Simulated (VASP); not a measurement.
# AlRu (Pm-3m) in VASP: notebook

Runs on AlRu. Level: r2SCAN+rVV10. Tasks: relaxation of cell and atoms, electrostatic potential.

All numbers are computed with VASP 6.6.1; they aren't measurements. Logs are shortened: lines on timing, memory, paths and dates and some standing lists are left out, and cuts for length are marked.

**1. The crystal as given**

The structure is cubic, space group Pm-3m (No. 221). The conventional cell has a = 2.970 Å, b = 2.970 Å, c = 2.970 Å, α = 90.00°, β = 90.00°, γ = 90.00°. Ru (site symmetry m-3m) has 8 Al at 2.57 Å as nearest neighbours. Al (site symmetry m-3m) has 8 Ru at 2.57 Å as nearest neighbours.

The cell was built by a generator and needn't be a form met in nature.

**2. Relaxation of cell and atoms, r2SCAN+rVV10**

INCAR

```
SYSTEM = AlRu
  ALGO = Normal
  BPARAM = 11.95
  CPARAM = 0.0093
  EDIFF = 1E-7
  EDIFFG = -0.005
  ENCUT = 600
  IBRION = 2
  ISIF = 3
  ISMEAR = 1
  IVDW_NL = 2
  LASPH = .TRUE.
  LCHARG = .FALSE.
  LMIXTAU = .TRUE.
  LREAL = .FALSE.
  LUSE_VDW = .TRUE.
  LWAVE = .FALSE.
  METAGGA = R2SCAN
  NELM = 120
  NSW = 60
  PREC = Accurate
  SIGMA = 0.1
```

KPOINTS

```
k-points
0
G
  14 14 14
  0 0 0
```

POSCAR

```
AlRu
1.0
    2.9700000000      0.0000000000      0.0000000000
    0.0000000000      2.9700000000      0.0000000000
    0.0000000000      0.0000000000      2.9700000000
Ru Al
1 1
Direct
    0.0000000000      0.0000000000      0.0000000000
    0.5000000000      0.5000000000      0.5000000000
```

Potentials or basis: VASP PAW PBE potentials, release 64 (Ru_pv, Al).

Launch:

```console
$ cat potpaw_PBE.64/Ru_pv/POTCAR potpaw_PBE.64/Al/POTCAR > POTCAR
$ mpirun -np 1 vasp_std > vasp.out
```

OUTCAR:

```text
SYSTEM = AlRu
   BPARAM = 11.95
   EDIFF = 1E-7
   EDIFFG = -0.005
   ENCUT = 600
   IBRION = 2
   ISIF = 3
   ISMEAR = 1
   IVDW_NL = 2
   LASPH = .TRUE.
   LREAL = .FALSE.
   METAGGA = R2SCAN
   NELM = 120
   NSW = 60
   PREC = Accurate

 ion  position               nearest neighbor table
   1  0.000  0.000  0.000-   2 2.57   2 2.57   2 2.57   2 2.57   2 2.57   2 2.57   2 2.57   2 2.57

   2  0.500  0.500  0.500-   1 2.57   1 2.57   1 2.57   1 2.57   1 2.57   1 2.57   1 2.57   1 2.57

  LATTYP: Found a simple cubic cell.
 ALAT       =     2.9700000000

  Lattice vectors:

 A1 = (   2.9700000000,   0.0000000000,   0.0000000000)
 A2 = (   0.0000000000,   2.9700000000,   0.0000000000)
 A3 = (   0.0000000000,   0.0000000000,   2.9700000000)

Analysis of symmetry for initial positions (statically):
=====================================================================
 Subroutine PRICEL returns:
 Original cell was already a primitive cell.

 Routine SETGRP: Setting up the symmetry group for a
 simple cubic supercell.

 Subroutine GETGRP returns: Found 48 space group operations
 (whereof 48 operations were pure point group operations)
 out of a pool of 48 trial point group operations.

The static configuration has the point symmetry O_h .

Analysis of symmetry for dynamics (positions and initial velocities):
=====================================================================
 Subroutine PRICEL returns:
 Original cell was already a primitive cell.

 Routine SETGRP: Setting up the symmetry group for a
 simple cubic supercell.

 Subroutine GETGRP returns: Found 48 space group operations
 (whereof 48 operations were pure point group operations)
 out of a pool of 48 trial point group operations.

The dynamic configuration has the point symmetry O_h .

 Subroutine INISYM returns: Found 48 space group operations
 (whereof 48 operations are pure point group operations),
 and found     1 'primitive' translations

----------------------------------------------------------------------------------------

                                     Primitive cell

  volume of cell :      26.1981

  direct lattice vectors                    reciprocal lattice vectors
     2.970000000  0.000000000  0.000000000     0.336700337  0.000000000  0.000000000
     0.000000000  2.970000000  0.000000000     0.000000000  0.336700337  0.000000000
     0.000000000  0.000000000  2.970000000     0.000000000  0.000000000  0.336700337

  length of vectors
     2.970000000  2.970000000  2.970000000     0.336700337  0.336700337  0.336700337

  position of ions in fractional coordinates (direct lattice)
     0.000000000  0.000000000  0.000000000
     0.500000000  0.500000000  0.500000000

  ion indices of the primitive-cell ions
   primitive index   ion index
                 1           1
                 2           2

----------------------------------------------------------------------------------------

 KPOINTS: k-points

Automatic generation of k-mesh.
 Grid dimensions read from file:
 generate k-points for:   14   14   14

 Generating k-lattice:

  Cartesian coordinates                     Fractional coordinates (reciprocal lattice)
     0.024050024  0.000000000  0.000000000     0.071428571  0.000000000  0.000000000
     0.000000000  0.024050024  0.000000000     0.000000000  0.071428571  0.000000000
     0.000000000  0.000000000  0.024050024     0.000000000  0.000000000  0.071428571

  Length of vectors
     0.024050024  0.024050024  0.024050024

  Shift w.r.t. Gamma in fractional coordinates (k-lattice)
     0.000000000  0.000000000  0.000000000

 Subroutine IBZKPT returns following result:
 ===========================================

 Found    120 irreducible k-points:

 Following reciprocal coordinates:
            Coordinates               Weight
  0.000000  0.000000  0.000000      1.000000
  0.071429  0.000000  0.000000      6.000000
  0.142857  0.000000  0.000000      6.000000
  0.214286  0.000000  0.000000      6.000000
  0.285714  0.000000  0.000000      6.000000
  0.357143  0.000000  0.000000      6.000000
[... 16 lines left out ...]
  0.285714  0.214286  0.000000     24.000000
  0.357143  0.214286  0.000000     24.000000
 [... further k-points ...]
   k-points           NKPTS =    120   k-points in BZ     NKDIM =    120   number of bands    NBANDS=     12
   number of dos      NEDOS =    301   number of ions     NIONS =      2
   total plane-waves  NPLWV =  13824
   dimension x,y,z NGX =    24 NGY =   24 NGZ =   24
   dimension x,y,z NGXF=    48 NGYF=   48 NGZF=   48
   ions per type =               1   1
   NGX,Y,Z   is equivalent  to a cutoff of  13.43, 13.43, 13.43 a.u.
   NGXF,Y,Z  is equivalent  to a cutoff of  26.87, 26.87, 26.87 a.u.
 SYSTEM =  AlRu
   PREC   = accura    normal or accurate (medium, high low for compatibility)
   ISTART =      0    job   : 0-new  1-cont  2-samecut
   ICHARG =      2    charge: 1-file 2-atom 10-const
   ISPIN  =      1    spin polarized calculation?
   LNONCOLLINEAR =      F non collinear calculations
   LSORBIT =      F    spin-orbit coupling
   LASPH  =      T    aspherical Exc in radial PAW
   ENCUT  =  600.0 eV  44.10 Ry    6.64 a.u.   5.93  5.93  5.93*2*pi/ulx,y,z
   NELM   =    120;   NELMIN=  2; NELMDL= -5     # of ELM steps
   EDIFF  = 0.1E-06   stopping-criterion for ELM
   LREAL  =      F    real-space projection
   EDIFFG = -.5E-02   stopping-criterion for IOM
   NSW    =     60    number of steps for IOM
   IBRION =      2    ionic relax: 0-MD 1-quasi-New 2-CG
   NFREE  =      1    steps in history (QN), initial steepest desc. (CG)
   ISIF   =      3    stress and relaxation
   ISYM   =      2    0-nonsym 1-usesym 2-fastsym
   POTIM  = 0.5000    time-step for ionic-motion
   TEBEG  =    0.0;   TEEND  =   0.0 temperature during run
   PSTRESS=    0.0 pullay stress
   NELECT =      17.0000    total number of electrons
   NUPDOWN=      -1.0000    fix difference up-down
   EMIN   =  10.00;   EMAX   =-10.00  energy-range for DOS
   EFERMI =   0.00;   METHOD = LEGACY
   ISMEAR =     1;   SIGMA  =   0.10  broadening in eV -4-tet -1-fermi 0-gaus
   EFERMI_NEDOS =   21; number of points for ismear=-14 and -15
   IALGO  =     38    algorithm
   IMIX   =      4    mixing-type and parameters
     AMIX     =   0.40;   BMIX     =  1.00
     AMIX_MAG =   1.60;   BMIX_MAG =  1.00
  volume/ion in A,a.u.               =      13.10        88.40
  Fermi-wavevector in a.u.,A,eV,Ry     =   1.417320  2.678347 27.331342  2.008797
  Thomas-Fermi vector in A             =   2.538563
   LORBIT       =      0    0 simple, 1 ext, 2 COOP (PROOUT), +10 PAW based schemes
   METAGGA = R2SCAN    functional components
   LHFCALC =     F    Hartree Fock is set to
   AEXX    =    0.0000 exact exchange contribution
   IVDW_NL    =     2    kernel type
   BPARAM     =11.9500
   IVDW    =     0    specifies the selected vdW correction
   LEPSILON=     F    determine dielectric tensor
   LRPA    =     F    only Hartree local field effects (RPA)
 conjugate gradient relaxation of ions
 non-spin polarized calculation
 Methfessel and Paxton  Order N= 1 SIGMA  =   0.10
  energy-cutoff  :      600.00
  volume of cell :       26.20
 maximum number of plane-waves:       912
 NGX is ok and might be reduce to    24

--------------------------------------- Ionic step        1  -------------------------------------------

 number of electron      16.9999996 magnetization

 Free energy of the ion-electron system (eV)
  ---------------------------------------------------
  ext. energy  EPLUGINS =         0.00000000
  ---------------------------------------------------
  free energy    TOTEN  =       -33.26993953 eV

  energy without entropy =      -33.26878333  energy(sigma->0) =      -33.26955413

------------------------ aborting loop because EDIFF is reached ----------------------------------------

  FORCE on cell =-STRESS in cart. coord.  units (eV):
  Direction    XX          YY          ZZ          XY          YZ          ZX
  --------------------------------------------------------------------------------------
  -------------------------------------------------------------------------------------
  Total        0.3001185      0.3001185      0.3001185      0.0000000     -0.0000000      0.0000000
  in kB       18.3541399     18.3541399     18.3541399      0.0000000     -0.0000000      0.0000000
  external PRESSURE =      18.3541399 kB  Pullay stress =       0.0000000 kB
[... 57 lines left out ...]
  energy  without entropy=      -33.2665648544  energy(sigma->0) =      -33.26732436

--------------------------------------- Ionic step        3  -------------------------------------------

 number of electron      16.9999996 magnetization

 Free energy of the ion-electron system (eV)
  ---------------------------------------------------
  ext. energy  EPLUGINS =         0.00000000
  ---------------------------------------------------
  free energy    TOTEN  =       -33.27114024 eV

  energy without entropy =      -33.26998934  energy(sigma->0) =      -33.27075661

 E-fermi :  10.7465     XC(G=0): -13.7113

 val. band max:       10.7368226040   @ k =   0.1429   0.0714   0.0714
 cond. band min:      10.7469345660   @ k =   0.3571   0.1429   0.0000
 fundamental gap:      0.0101119620
 Fermi energy:        10.7465196219

 k-point     1 :       0.0000    0.0000    0.0000
  band No.  band energies     occupation
      1     -32.3220      2.00000
      2     -32.3220      2.00000
      3     -32.3220      2.00000
      4       0.4851      2.00000
      5       6.9887      2.00000
      6       6.9887      2.00000
      7      10.9295     -0.02659
      8      10.9295     -0.02659
      9      10.9295     -0.02659
     10      17.3261      0.00000
     11      17.3261      0.00000
     12      17.3261      0.00000
[... 331 lines left out ...]
 k-point    24 :       0.3571    0.2143    0.0000
  band No.  band energies     occupation
      1     -32.5089      2.00000
      2     -32.3970      2.00000
      3     -32.2965      2.00000
      4       3.5357      2.00000
      5       6.5821      2.00000
      6       8.0845      2.00000
      7       9.0382      2.00000
      8       9.4653      2.00000
      9      10.3687      2.00000
     10      13.6726      0.00000
     11      17.6075      0.00000
     12      20.1165      0.00000

 [... further k-points ...]
[... 5 lines left out ...]
  --------------------------------------------------------------------------------------
  -------------------------------------------------------------------------------------
  Total       -0.0031478     -0.0031478     -0.0031478      0.0000000     -0.0000000      0.0000000
  in kB       -0.1909658     -0.1909658     -0.1909658      0.0000000     -0.0000000      0.0000000
  external PRESSURE =      -0.1909658 kB  Pullay stress =       0.0000000 kB
[... 17 lines left out ...]
  FREE ENERGIE OF THE ION-ELECTRON SYSTEM (eV)
  ---------------------------------------------------
  free  energy   TOTEN  =       -33.2711402447 eV

  energy  without entropy=      -33.2699893432  energy(sigma->0) =      -33.27075661

 reached required accuracy - stopping structural energy minimisation
```

It took 4.9 min on 1 thread of AMD EPYC 9R14 (Zen 4), shared host; peak memory 0.23 GiB.

Results:

| Quantity | Value |
| --- | --- |
| Free energy | -33.2711 eV |
| Relaxed volume | 13.20 Å³/atom |
| Relaxed cell | a = 2.978 Å, b = 2.978 Å, c = 2.978 Å, α = 90.00°, β = 90.00°, γ = 90.00° |
| Space group after relaxing (to 0.05 Å) | Pm-3m (No. 221) |
| Energy gained by relaxing | 0.6 meV/atom |
| Ionic steps | 3 |
| Pressure after relaxing | 0.0 GPa |
| Band gap on the k mesh | none (metal or under the smearing width) |

The path:
| step | energy change (eV) | largest force (eV/Å) | pressure (GPa) | volume (Å³) |
| --- | --- | --- | --- | --- |
| 1 | 0.0000 | 0.0000 | 1.84 | 26.20 |
| 2 | 0.0022 | 0.0000 | -3.00 | 26.77 |
| 3 | -0.0012 | 0.0000 | -0.02 | 26.41 |

Final structure:
```yaml
crystal:
  lattice:
    - [2.97797, 0.00000, 0.00000]
    - [0.00000, 2.97797, 0.00000]
    - [0.00000, 0.00000, 2.97797]
  atoms:
    - { symbol: Ru, position: [0.00000, 0.00000, 0.00000] }
    - { symbol: Al, position: [0.50000, 0.50000, 0.50000] }
```

Caveat: the PAW data sets were made with another functional, which shifts forces and pressure a little.

**3. Electrostatic potential, r2SCAN+rVV10**

This run uses another cell than the first one, of 13.20 Å³/atom, 1.008 times its volume.

INCAR

```
PREC = Accurate
ENCUT = 520
EDIFF = 1E-7
ISMEAR = 1
SIGMA = 0.1
LREAL = False
LASPH = True
NELM = 60
ALGO = Normal
ISIF = 2
LWAVE = False
LCHARG = True
METAGGA = R2SCAN
LMIXTAU = True
LUSE_VDW = True
IVDW_NL = 2
BPARAM = 11.95
CPARAM = 0.0093
LVHAR = True
```

KPOINTS

```
Automatic mesh
0
Gamma
  14 14 14
```

POSCAR

```
AlRu                                    
1.0
    2.9779651021     -0.0000000000      0.0000000000
    0.0000000000      2.9779651021      0.0000000000
   -0.0000000000     -0.0000000000      2.9779651021
  Ru              Al            
     1     1
Direct
     0.0000000000000000    0.0000000000000000    0.0000000000000000
     0.5000000000000000    0.5000000000000000    0.5000000000000000
```

Potentials or basis: VASP PAW PBE potentials, release 64 (Ru_pv, Al).

Launch:

```console
$ cat potpaw_PBE.64/Ru_pv/POTCAR potpaw_PBE.64/Al/POTCAR > POTCAR
$ mpirun -np 1 vasp_std > vasp.out
```

Run time: 2 min. Hardware: 1 thread of AMD EPYC 9R14 (Zen 4), shared host; peak memory 0.22 GiB.

It converged, with:

```yaml
Free_energy: -33.2729 eV
Pressure: 0.0 GPa
Band_gap_on_the_k_mesh: none (metal or under the smearing width)
```

Levels at points of the mesh, in eV from the Fermi level:
| k point | band 5 | band 6 | band 7 | band 8 | band 9 | band 10 | band 11 | band 12 |
| --- | --- | --- | --- | --- | --- | --- | --- | --- |
| (0.00, 0.00, 0.00) | -3.76 | -3.76 | 0.18 | 0.18 | 0.18 | 6.58 | 6.58 | 6.58 |
| (0.50, 0.00, 0.00) | -5.72 | -2.86 | -1.72 | -1.72 | 0.45 | 2.57 | 7.73 | 10.37 |
| (0.50, 0.50, 0.00) | -3.21 | -1.49 | -1.49 | -1.27 | -1.27 | 1.77 | 5.75 | 6.91 |
| (0.50, 0.50, 0.50) | -5.00 | -5.00 | 1.87 | 1.87 | 3.28 | 4.35 | 4.35 | 4.35 |

Caveat: the PAW data sets were made with another functional, which shifts forces and pressure a little.
